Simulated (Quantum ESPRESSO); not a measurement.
BAs:

```
CELL_PARAMETERS angstrom
0.00000 2.38850 2.38850
2.38850 0.00000 2.38850
2.38850 2.38850 0.00000
ATOMIC_POSITIONS crystal
As 0.75000 0.75000 0.75000
B 0.00000 0.00000 0.00000
```

Base run:

```yaml
Program: Quantum ESPRESSO 7.5
Functional: PBE
Potentials_or_basis: PseudoDojo 0.4.1 SR PBE standard
Cutoff: 1143 eV
Density_cutoff: 4572 eV
k_mesh: 10 × 10 × 10
Occupations: fermi-dirac, width 0.05 eV
Spin: no spin polarisation
```

Its results: band gap on the k mesh 1.20 eV, indirect (least direct gap 3.29 eV); pressure 2.7 GPa.

The run is repeated on the same cell with these changes: potentials or basis from PseudoDojo 0.4.1 SR PBE standard to PseudoDojo 0.4 FR PBE standard; spin from no spin polarisation to spin-orbit coupling, no magnetisation. What comes out?

Band gap on the k mesh 1.13 eV, indirect (least direct gap 3.09 eV); pressure 2.8 GPa.

Spin-orbit coupling splits the band edges, which narrows the gap.
